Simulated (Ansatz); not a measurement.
# Quasi-harmonic thermodynamics of AgBr (Fm-3m), part 2 of 3

How much does AgBr expand with temperature?

What experiment has found for this phase:
- volume expansion coefficient 102.3 1e-6/K near room temperature (given in “Descriptors for thermal expansion in solids”, 2017, arXiv:1701.03966)

Ansatz 0.2.0; DFT RPBE, scalar-relativistic, plane waves, PAW.

So far. Step 2 (A first coarse run): The start is under 5.1 GPa at this level and looks like an insulator or semiconductor on this mesh.

The database entry behind the starting cell differs from later determinations by our own check (about 0.6 % short of the room-temperature cell), so it need not match the best structure at ambient conditions.

## 5. Relaxing to small residual forces and stress

The relaxation is repeated with tighter thresholds on force and stress, since phonons are sensitive to what is left; a change of mesh or smearing in the input moves the cell too.

input.yaml

```yaml
crystal:
  lattice:
    - [0.0, 2.9984643715, 2.9984643715]
    - [2.9984643715, 0.0, 2.9984643715]
    - [2.9984643715, 2.9984643715, 0.0]
  atoms:
    - { symbol: Ag, position: [0.0, 0.0, 0.0] }
    - { symbol: Br, position: [0.5, 0.5, 0.5] }
kpoints:
  mp_grid: { grid: [8, 8, 8] }
hamiltonian:
  xc: rpbe
scf:
  occupations: { method: fixed }
  lower_state_search: "off"
output:
  forces: true
  stress: true
  eigenvalues: true
  write_density: true
  write_potential: true
  elf: true
  volumetric_format: npy
relax:
  adjacent_minimum: "off"
  f_tol: 0.001
  max_steps: 60
  cell: { stress_tol: 0.01 }
```

The run is started by

```sh
$ ansatz run input.yaml --threads 8 --pin off --max-ram 16384MiB --backend cpu --events-out ev --progress --plain --runs-dir out
```

Numbers of over 12 decimals in the logs are rounded to 6 here.

The log of the run:

```text
[...]
Crystal: 2 atoms, lattice volume = 53.917 Å³
Basis set: ecut = 420 eV, 1067 PW (Γ), exchange–correlation on 60×60×60 points (8 copies of the dense FFT grid, shifted against one another)
Bands: 17, of which v1, the nominal top of the filled ones, is band 13 counted from 1 (12 counted from 0)
Symmetry: 48 space group operations
[...]
k-points: 29 of 512
[...]
SCF iter   1: F=—  HF=-10388.700158 eV  |F-HF|=—  |Δ(HF+E_count)|=         —  Δρ=4.09e-3  dr2=9.34e-3  ethr=1.77e-3  ⟨swp⟩=5.0  Hψ=2046  notcnv=0  defer=53
[...]
SCF iter   6: F=-10388.699735 eV  HF=-10388.699735 eV  |F-HF|=1.81e-8  |Δ(HF+E_count)|=   1.04e-6  Δρ=3.66e-6  dr2=7.15e-9  ethr=3.85e-10  ⟨swp⟩=12.7  Hψ=4009  notcnv=0
SCF 1 converged in 6 iterations: F = -10388.699735 eV  dr2 = 7.15e-9
[...]
relax step   1: F+E_penalty+E_count = -10388.69973549 eV  Δ(F+E_penalty+E_count) = +0.000e0 eV  max|allowed force component| = 7.067e-30 eV/Å  Δτ_max = 0.0000 Å  P = -0.036 GPa  Ω = 53.917 Å³  (6 SCF iters, dr2 threshold 1.00e-7 eV, accepted)
Crystal: 2 atoms, lattice volume = 53.863 Å³
[...]
SCF iter   4: F=-10388.699754 eV  HF=-10388.699754 eV  |F-HF|=2.21e-9  |Δ(HF+E_count)|=   9.75e-9  Δρ=2.75e-6  dr2=2.81e-9  ethr=1.24e-11  ⟨swp⟩=9.7  Hψ=3377  notcnv=0
SCF 2 converged in 4 iterations: F = -10388.699754 eV  dr2 = 2.81e-9
relax step   2: F+E_penalty+E_count = -10388.69975446 eV  Δ(F+E_penalty+E_count) = -1.897e-5 eV  max|allowed force component| = 4.684e-30 eV/Å  Δτ_max = 0.0000 Å  P = -0.009 GPa  Ω = 53.863 Å³  energy of the carried Pulay correction = +1.146e-5 eV  (4 SCF iters, dr2 threshold 3.23e-9 eV, accepted)
[...]
SCF iter   6: F=-10388.699747 eV  HF=-10388.699747 eV  |F-HF|=3.64e-12  |Δ(HF+E_count)|=  5.46e-12  Δρ=1.81e-8  dr2=1.17e-13  ethr=1.00e-12  ⟨swp⟩=8.6  Hψ=2476  notcnv=0
SCF 3 converged in 6 iterations: F = -10388.699747 eV  dr2 = 1.17e-13
relax step   3: F+E_penalty+E_count = -10388.69974744 eV  Δ(F+E_penalty+E_count) = +7.021e-6 eV  max|allowed force component| = 5.160e-30 eV/Å  Δτ_max = 0.0000 Å  P = -0.009 GPa  Ω = 53.863 Å³  stress off target by 8.62e-3 GPa  SCF on the basis re-selected at this cell (its energy is not comparable with the rows above)  (6 SCF iters)
basis re-selected at this cell: Δ(F+E_penalty+E_count) = +7.021e-6 eV, ΔP = +0.000 GPa vs the last step (what re-selecting the basis moved, of the pressure what is left beyond the Pulay correction that the steps carried, after the strain that the cell walked since its last selection, with what the two solves' SCF thresholds leave and, on support functions, any second-order correction that the steps lacked; it is no m [...]
SCF converged after 6 iterations
Free energy (F): -10388.699747 eV
[...]
Internal energy: -10388.699747 eV  (E = F + TS)
E sigma→0 (E₀):  -10388.699747 eV
Fermi energy:    6.285655 eV
[...]
--- Stress (GPa, compression-positive) ---
       -0.008617      -0.000000       0.000000
       -0.000000      -0.008617      -0.000000
       -0.000000      -0.000000      -0.008617
  P = ⅓ Tr σ = -0.0086 GPa (-0.086 kbar)
--- Band table (eV; the first three rows and the last of 29) ---
  k-point 0: bands = [... 9 lower, 3.9908, 4.8017, 4.8017, 4.8017, 7.2063, 16.3255, 16.3255, 16.3255]
  k-point 1: bands = [... 9 lower, 4.0208, 4.4663, 5.1537, 5.1537, 7.9299, 15.0726, 15.8951, 15.8951]
  k-point 2: bands = [... 9 lower, 4.0948, 4.3880, 5.6958, 5.6958, 9.1879, 13.5823, 14.6645, 14.6645]
  k-point 28: bands = [... 9 lower, 4.2767, 4.4037, 4.4037, 5.1086, 9.9985, 13.5455, 14.0858, 14.0858]
--- Relaxed structure (2 steps of the walk, 2 accepted, 1 SCFs on fresh bases) ---
[...]
cell:  # Å, volume = 53.8634 Å³
    - [0, 2.997467, 2.997467]
    - [2.997467, 0, 2.997467]
    - [2.997467, 2.997467, 0]
  atoms:
    - { symbol: Ag, position: [0, 0, 0] }
    - { symbol: Br, position: [0.5, 0.5, 0.5] }
```

It took 1 s on 8 threads of Arm Neoverse V2, shared host; peak memory 0.37 GiB.

Little changed from the start: no atom moved by 0.005 Å and no cell edge by 0.1 %.

This step gave:

| Quantity | Value |
| --- | --- |
| pressure | -0.008617 GPa |
| gap on the k-mesh | 0.9207 eV |
| volume per atom | 26.93 Å³/atom |

Valence density in the ac plane of the conventional cell at fractional y = 0.000, with atoms of Ag and Br within 0.2 Å of it. It is the smooth field of the valence electrons, not physical close to the nuclei.

Values in e/Å³, 9 rows by 16 columns, each cell a mean:
```
11  5  1  0  0  0  1  1  1  1  1  0  0  0  3  9
 1  0  0  0  0  0  0  0  1  0  0  0  0  0  0  1
 0  0  0  0  0  0  0  0  0  0  0  0  0  0  0  0
 1  1  1  0  0  0  2  5  7  3  1  0  0  0  1  1
 0  1  1  0  0  1  4 14 17  8  2  0  0  1  1  1
 1  1  0  0  0  0  1  3  4  2  0  0  0  0  1  1
 0  0  0  0  0  0  0  0  0  0  0  0  0  0  0  0
 2  1  0  0  0  0  0  1  1  1  0  0  0  0  0  1
15  7  1  0  0  1  1  1  1  1  1  0  0  1  4 12
```
Columns run along a (6.0 Å), rows up along c (6.0 Å), edges of the conventional cell, whose origin can differ from the input's. Atoms in or near the plane, at fractional coordinates: Ag at (0.00, 0.00), Ag at (0.50, 0.50), Br at (0.50, 0.00), Br at (0.00, 0.50).

Electrostatic potential energy in the ac plane of the conventional cell at fractional y = 0.000, with atoms of Ag and Br within 0.2 Å of it. With pseudopotentials it is smooth inside the atoms' cores, unlike the true potential.

Values in eV, 9 rows by 16 columns, each cell a mean:
```
-28 -20  -4   7   9   4 -24 -54 -58 -40  -5   8   9   2 -14 -26
  0   4   8  10  11  10   7   3   1   5   9  11  11   9   6   2
  6   8  10  11  11  10   8   6   5   7   9  11  11  10   9   7
-45 -26   0   9   9   4  -9 -20 -22 -15  -1   8  10   6 -13 -39
-68 -56 -13   7   8  -1 -20 -32 -34 -26  -9   6   8   1 -38 -66
-27 -12   4  10  10   6  -3 -13 -15  -8   3   9  10   8  -3 -22
  8   9  10  11  11  10   9   8   8   9  10  11  11  11   9   8
 -7  -1   6  10  10   9   4  -8 -11  -1   7  10  10   8   2  -5
-32 -24  -7   6   9   2 -33 -63 -66 -51 -10   7   8   0 -18 -30
```
Columns run along a (6.0 Å; values clipped at the 3rd and 97th percentile), rows up along c (6.0 Å), edges of the conventional cell, whose origin can differ from the input's. Atoms in or near the plane, at fractional coordinates: Ag at (0.00, 0.00), Ag at (0.50, 0.50), Br at (0.50, 0.00), Br at (0.00, 0.50).

ELF in the ac plane of the conventional cell at fractional y = 0.000, with atoms of Ag and Br within 0.2 Å of it. It is the smooth field of the valence electrons, not physical close to the nuclei.

Values, 9 rows by 16 columns, each cell a mean:
```
0.64 0.52 0.30 0.12 0.32 0.76 0.79 0.46 0.36 0.67 0.83 0.55 0.13 0.20 0.43 0.61
0.22 0.18 0.11 0.06 0.14 0.41 0.61 0.70 0.71 0.66 0.52 0.24 0.06 0.08 0.15 0.21
0.54 0.49 0.36 0.16 0.05 0.08 0.12 0.16 0.17 0.14 0.10 0.05 0.09 0.27 0.44 0.53
0.57 0.76 0.80 0.50 0.12 0.17 0.36 0.51 0.55 0.44 0.25 0.11 0.28 0.72 0.83 0.65
0.06 0.47 0.84 0.59 0.14 0.24 0.51 0.70 0.76 0.60 0.36 0.14 0.35 0.80 0.72 0.16
0.75 0.82 0.76 0.42 0.10 0.14 0.29 0.41 0.44 0.35 0.20 0.09 0.24 0.64 0.81 0.77
0.36 0.32 0.22 0.09 0.05 0.09 0.16 0.21 0.22 0.19 0.13 0.06 0.06 0.17 0.28 0.35
0.32 0.26 0.15 0.08 0.18 0.54 0.75 0.80 0.80 0.78 0.66 0.34 0.09 0.11 0.20 0.30
0.72 0.58 0.34 0.13 0.34 0.79 0.76 0.28 0.17 0.54 0.84 0.58 0.14 0.23 0.48 0.67
```
Columns run along a (6.0 Å), rows up along c (6.0 Å), edges of the conventional cell, whose origin can differ from the input's. Atoms in or near the plane, at fractional coordinates: Ag at (0.00, 0.00), Ag at (0.50, 0.50), Br at (0.50, 0.00), Br at (0.00, 0.50).

The residual pressure is -0.0086 GPa, small enough for phonons.

## 6. Phonons on strained cells

The study relaxes the crystal at several strains, solves the phonons on some of them and minimises the free energy at each temperature (static energy, vibrations, the electrons in a metal, and PV under a set pressure); the q-mesh sets how far the force constants reach.

input.yaml, the sections that differ from step 5:

```yaml
crystal:
  lattice:
    - [0.0, 2.997467322, 2.997467322]
    - [2.997467322, 0.0, 2.997467322]
    - [2.997467322, 2.997467322, 0.0]
  atoms:
    - { symbol: Ag, position: [0.0, 0.0, 0.0] }
    - { symbol: Br, position: [0.5, 0.5, 0.5] }
output:
  eigenvalues: true
phonons:
  method: dfpt
  qmesh: [4, 4, 4]
  temperatures: { t_max: 500.0, t_step: 25 }
  thermal_expansion: {}
# kpoints, hamiltonian, scf: as in step 5
# relax: removed
```

The log of the run:

```text
The last accepted step is kept in <dir> (removed where the run ends without a failure and the disk answers)
Engine: ansatz 0.2.0, aarch64-unknown-linux-gnu
Pseudopotentials: kind: paw
Pseudopotential: Ag, paw, valence charge 19, recommended cutoff 420 eV (normal), Ag.paw.azcp
Pseudopotential: Br, paw, valence charge 7, recommended cutoff 420 eV (normal), Br.paw.azcp
Functional definition: RPBE
  parameter kappa = 0.804
  parameter beta = 0.066725
  exchange = rpbe_x(kappa = kappa, mu = beta*pi^2/3)
  correlation = pbe_c(beta = beta)
Crystal: 2 atoms, lattice volume = 53.863 Å³
Basis set: ecut = 487.2 eV, 1363 PW (Γ), exchange–correlation on 64×64×64 points (8 copies of the dense FFT grid, shifted against one another)
Bands: 17, of which v1, the nominal top of the filled ones, is band 13 counted from 1 (12 counted from 0)
Symmetry: 48 space group operations
Space group: Fm-3m (ITA 225), of the structure as read, at distance tolerance 3.8e-5 Å
k-points: 29 of 512
Non-local potential: Ag, projectors of the file, l = 0: 3, l = 1: 2, l = 2: 2, l = 3: 1
Non-local potential: Br, projectors of the file, l = 0: 2, l = 1: 2, l = 2: 2
PAW form: soft (Blöchl's): semilocal exchange-correlation on the pseudo side does not see the compensation charge
PAW frozen core: Ag, regenerated for the run's functional, and the local potential with it (the file was generated under x = pbe(κ = 0.804, μ = 0.219515), c = pbe(β = 0.066725))
PAW frozen core: Br, regenerated for the run's functional, and the local potential with it (the file was generated under x = pbe(κ = 0.804, μ = 0.219515), c = pbe(β = 0.066725))
PAW one-centre angular grid: Ag, 590 points (default); XC on 64 Gauss nodes
PAW one-centre angular grid: Br, 110 points (default); XC on 64 Gauss nodes
Initial density: superposition of atomic densities (neutral atoms: chi_scale 0, normalization atom), corrected by the library's trained network
Initial wavefunctions: pseudopotential atomic-orbital guess
Functional: x = rpbe, c = pbe(β = 0.066725)
SCF iter   1: F=—  HF=-10388.702706 eV  |F-HF|=—  |Δ(HF+E_count)|=         —  Δρ=4.09e-3  dr2=9.23e-3  ethr=1.77e-3  ⟨swp⟩=5.0  Hψ=2062  notcnv=0  defer=53
preconditioner: auto → none  [insulator: Δε(μ)=0.954 eV  Ē_g=10.193 eV  n_scr=14 (ndim 8)  ℏωp=21.5 eV  f_vac=0.041  ε∞_Penn≈5.4]
SCF iter   2: F=—  HF=-10388.702512 eV  |F-HF|=—  |Δ(HF+E_count)|=   1.94e-4  Δρ=1.95e-3  dr2=1.23e-3  ethr=3.55e-5  ⟨swp⟩=3.1  Hψ=1149  notcnv=0  defer=56
SCF iter   3: F=—  HF=-10388.702296 eV  |F-HF|=—  |Δ(HF+E_count)|=   2.16e-4  Δρ=7.61e-4  dr2=2.24e-4  ethr=4.73e-6  ⟨swp⟩=2.3  Hψ=853  notcnv=0  defer=56
[...]
relax step   1: F+E_penalty+E_count = -10388.70233388 eV  Δ(F+E_penalty+E_count) = +0.000e0 eV  max|allowed force component| = 4.128e-29 eV/Å  Δτ_max = 0.0000 Å  (8 SCF iters, accepted)
SCF converged after 8 iterations
Free energy (F): -10388.702334 eV
Harris-Foulkes:  -10388.702334 eV  (|F-HF|=0.00e0)
Internal energy: -10388.702334 eV  (E = F + TS)
E sigma→0 (E₀):  -10388.702334 eV
Fermi energy:    6.285149 eV
--- Per-component energies (eV) ---
  E_band       = -398.626162
  E_kinetic    = 660.492996
  E_local      = -3515.526674  (includes V_loc(G=0)·N_el)
  E_nonlocal   = 152.590423
  E_hartree    = 1533.224220
  E_xc         = -447.523518
  E_vxc        = -334.282083  (∫ρ·V_xc dr)
  E_paw        = -6166.059150  (= ΣΔE_a)
  E_vpaw       = -428.349356  (= ΣTr[D̂ρ^β])
  E_aug_tail   = 0.000100  (compensation charges beyond the density's cutoff)
  E_ewald      = -2605.730603
  E_core_change = -0.170128  (= ΣΔE_core)
  E_smearing   = -0.000000  (= −TS)
  E_closure    = -0.000000  (closes the sum)
  Σ components = -10388.702334   (vs F -10388.702334, Δ=0.00e0)
--- Forces (eV/Å), atoms counted from 1 ---
  atom   1  Ag     0.00000000    -0.00000000     0.00000000
  atom   2  Br    -0.00000000     0.00000000    -0.00000000
  max |Σ_I F_I| component: 6.05e-29 eV/Å
--- Stress (GPa, compression-positive) ---
       -0.006762       0.000000       0.000000
        0.000000      -0.006762      -0.000000
       -0.000000      -0.000000      -0.006762
  P = ⅓ Tr σ = -0.0068 GPa (-0.068 kbar)
--- Band table (eV; the first three rows and the last of 29) ---
  k-point 0: bands = [... 9 lower, 3.9903, 4.8015, 4.8015, 4.8015, 7.2063, 16.3251, 16.3251, 16.3251]
  k-point 1: bands = [... 9 lower, 4.0203, 4.4660, 5.1534, 5.1534, 7.9297, 15.0724, 15.8949, 15.8949]
  k-point 2: bands = [... 9 lower, 4.0943, 4.3875, 5.6953, 5.6953, 9.1877, 13.5821, 14.6644, 14.6644]
  k-point 28: bands = [... 9 lower, 4.2761, 4.4032, 4.4032, 5.1082, 9.9986, 13.5454, 14.0856, 14.0856]
── thermal expansion: 3 new cells, 3 in all ──
thermal expansion: relaxation of cell 2
thermal expansion: relaxation of cell 3
── thermal expansion: 2 new cells, 5 in all ──
thermal expansion: relaxation of cell 4
thermal expansion: phonons of cell 4
WARN: thermal expansion: vibrations_at_or_below_zero in the phonons of 1 cell: 4
this run last wrote the structure of step 1 to <dir>
--- Relaxed structure (1 steps of the walk, 1 accepted, 0 SCFs on fresh bases) ---
  F+E_penalty+E_count = -10388.70233388 eV   max|allowed force component| = 4.128e-29 eV/Å
  atoms:
    - { symbol: Ag, position: [0.0, 0.0, 0.0] }
    - { symbol: Br, position: [0.500000, 0.500000, 0.500000] }
--- Thermal expansion: 5 cells in 2 rounds, 0 GPa ---
  no lower state was looked for at cell 4: scf.lower_state_search: off
  not told: vibrations stand at or below zero in cell 4 (0.312 modes a cell, the lowest at -28.9 cm⁻¹): the crystal is at no minimum there, or its k-points are too few: type the crystal that it becomes, another pressure, or a denser kpoints.mp_grid, in a new run
  vibrations_at_or_below_zero in the phonons of 1 cell: 4
Error: vibrations stand at or below zero in cell 4 (0.312 modes a cell, the lowest at -28.9 cm⁻¹): the crystal is at no minimum there, or its k-points are too few: type the crystal that it becomes, another pressure, or a denser kpoints.mp_grid, in a new run
```

Elapsed: 1.8 min, on 8 threads; peak memory 1.5 GiB.

The run ended with an error.

The program's message: “vibrations stand at or below zero in cell 4 (0.312 modes a cell, the lowest at -28.9 cm⁻¹): the crystal is at no minimum there, or its k-points are too few: type the crystal that it becomes, another p …”

(Part 2 of 3 ends here.)

[Logs are printed without paths, hosts, clocks, repeated set-up lines and the standing remarks that a program may print on its own settings, such as how far it seeks lower states.]

[Hosts, paths, dates, database ids (printed as entryN), source tags and the programs' standing remarks are cut or masked in the printed files.]

[A step with changed settings may run another functional than the one named; its input shows which.]
